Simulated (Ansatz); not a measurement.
## Course of a relaxation: GaN

A trial structure of GaN was built thus: close-packed anion layers stacked ABCB, with sites between them filled layer by layer (P6_3/mmc, No. 194) (elements of the layers in order: N N N N). Lengths were set from tabulated atomic sizes, so they are only a guess.

```cif
data_structure
_symmetry_space_group_name_H-M 'P 1'
_symmetry_Int_Tables_number 1
_cell_length_a 3.2109
_cell_length_b 3.2109
_cell_length_c 10.5804
_cell_angle_alpha 90.000
_cell_angle_beta 90.000
_cell_angle_gamma 120.000
_cell_volume 94.47
loop_
_atom_site_label
_atom_site_type_symbol
_atom_site_fract_x
_atom_site_fract_y
_atom_site_fract_z
_atom_site_occupancy
Ga1 Ga 0.33333 0.66667 0.87500 1
Ga2 Ga 0.66667 0.33333 0.12500 1
Ga3 Ga 0.66667 0.33333 0.37500 1
Ga4 Ga 0.33333 0.66667 0.62500 1
N1 N 0.66667 0.33333 0.75000 1
N2 N 0.00000 0.00000 0.00000 1
N3 N 0.33333 0.66667 0.25000 1
N4 N 0.00000 0.00000 0.50000 1
```

The calculation used DFT PBE, scalar-relativistic, plane waves, PAW in Ansatz. Cutoff 420 eV, Gaussian smearing, Γ-centred meshes. Cell and atoms relax first on a coarse mesh and then on a converged one. In between, the cell is made exact in the group found at 0.06 Å. The steps can't lower the symmetry of their start. No spin polarisation in the relaxation; trial moments died out in a coarse test.

Steps on the 6×6×2 mesh (8 atoms, 8 steps). The free energy counts from the last step; the plane-wave basis is renewed at times, which shifts energy and pressure.

| step | ΔF (meV/atom) | V (Å³/atom) | P (GPa) | largest force component (eV/Å) |
| --- | --- | --- | --- | --- |
| 1 | 176.7 | 11.81 | -23.46 | 0.508 |
| 2 | 12.8 | 10.33 | -8.49 | 0.387 |
| 3 | 1.5 | 9.63 | 5.46 | 0.253 |
| 4 | -3.0 | 9.88 | -0.30 | 0.032 |
| 5 | -3.2 | 9.87 | 0.01 | 0.015 |
| 6 | 0.0 | 9.87 | -0.37 | 0.015 |
| 7 | -0.1 | 9.85 | 0.00 | 0.001 |
| 8 | 0.0 | 9.85 | 0.00 | 0.001 |

The relaxed structure, after a last relaxation on the converged mesh:

```cif
data_structure
_symmetry_space_group_name_H-M 'P 1'
_symmetry_Int_Tables_number 1
_cell_length_a 3.0138
_cell_length_b 3.0138
_cell_length_c 10.0223
_cell_angle_alpha 90.000
_cell_angle_beta 90.000
_cell_angle_gamma 120.000
_cell_volume 78.84
loop_
_atom_site_label
_atom_site_type_symbol
_atom_site_fract_x
_atom_site_fract_y
_atom_site_fract_z
_atom_site_occupancy
Ga1 Ga 0.33333 0.66667 0.87711 1
Ga2 Ga 0.66667 0.33333 0.12289 1
Ga3 Ga 0.66667 0.33333 0.37711 1
Ga4 Ga 0.33333 0.66667 0.62289 1
N1 N 0.66667 0.33333 0.75000 1
N2 N 0.00000 0.00000 0.00000 1
N3 N 0.33333 0.66667 0.25000 1
N4 N 0.00000 0.00000 0.50000 1
```

The symmetry stays P6_3/mmc (No. 194). The volume per atom shrinks by 16.5 %, from 11.8 to 9.9 Å³. The shortest distance goes from 2.28 Å (Ga–N) to 2.13 Å (Ga–N). The energy falls by about 0.18 eV/atom (the start's value is from the coarse mesh). Ga is surrounded by 6 N at 2.13–2.16 Å and 1 Ga at 2.55 Å; N on a site of symmetry -6m2 is surrounded by 6 Ga at 2.16 Å; around N on a site of symmetry -3m lie 6 Ga at 2.13 Å.

- Volume per atom: 9.85 Å³
- Density: 7.05 g/cm³
- Energy over the elements: +0.093 eV/atom
- Gap on the 12×12×4 mesh of the 8-atom cell: 1.07 eV

The zero of energy is the elements' standard structures at the same level (N₂ as a molecule); no fitted shifts are applied.

The last run used Gaussian smearing of 0.02 eV. Kohn–Sham gaps at this level usually fall short of measured ones. Symmetry constrained the relaxation, so the result can be a saddle point. In all, the 3 runs took 54 s on 1 thread of Intel(R) Xeon(R) Platinum 8375C CPU @ 2.90GHz (Ice Lake), on a shared host.
